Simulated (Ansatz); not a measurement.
## Nb: equation of state with PBE

**Experimental background.**

From “Pressure effects on the electronic structure and superconductivity of (TaNb)0.67(HfZrTi)0.33 high entropy alloy”, 2019, arxiv:1910.08312, for a bulk crystal of Nb: bulk modulus 169 GPa.

Crystal: Nb.

```xyz
1
Lattice="-1.6640 1.6640 1.6640 1.6640 -1.6640 1.6640 1.6640 1.6640 -1.6640" Properties=species:S:1:pos:R:3 pbc="T T T"
Nb    0.0000    0.0000    0.0000
```

```json
{
  "Program": "Ansatz 0.2.0",
  "Task": "equation of state",
  "Functional": "PBE",
  "Potentials or basis": "Ansatz PAW earlier set",
  "Cutoff": "708 eV",
  "Density cutoff": "2832 eV",
  "k mesh": "11 × 11 × 11",
  "Occupations": "fermi-dirac, width 0.05 eV",
  "Spin": "no spin polarisation"
}
```

```
Equilibrium volume                      : 18.21 Å³/atom
Bulk modulus                            : 171 GPa
Pressure derivative of the bulk modulus : 3.3
```

Energy against volume, from the lowest point:
| volume (Å³/atom) | energy (meV/atom) |
| --- | --- |
| 17.322 | 24.16 |
| 17.691 | 7.59 |
| 18.060 | 0.00 |
| 18.428 | 0.69 |
| 18.797 | 8.98 |
| 19.165 | 24.22 |
| 19.534 | 45.77 |

All runs of the series together: 3.3 s on 2 threads of Intel(R) Xeon(R) 6975P-C (Granite Rapids) (shared host).

Measured bulk modulus of Nb: 169 GPa (quoted in “Pressure effects on the electronic structure and superconductivity of (TaNb)0.67(HfZrTi)0.33 high entropy alloy”, 2019, arxiv:1910.08312). This calculation gives 171 GPa (+1.3 %). The fit is for a static lattice scaled at fixed shape and fixed fractional positions.
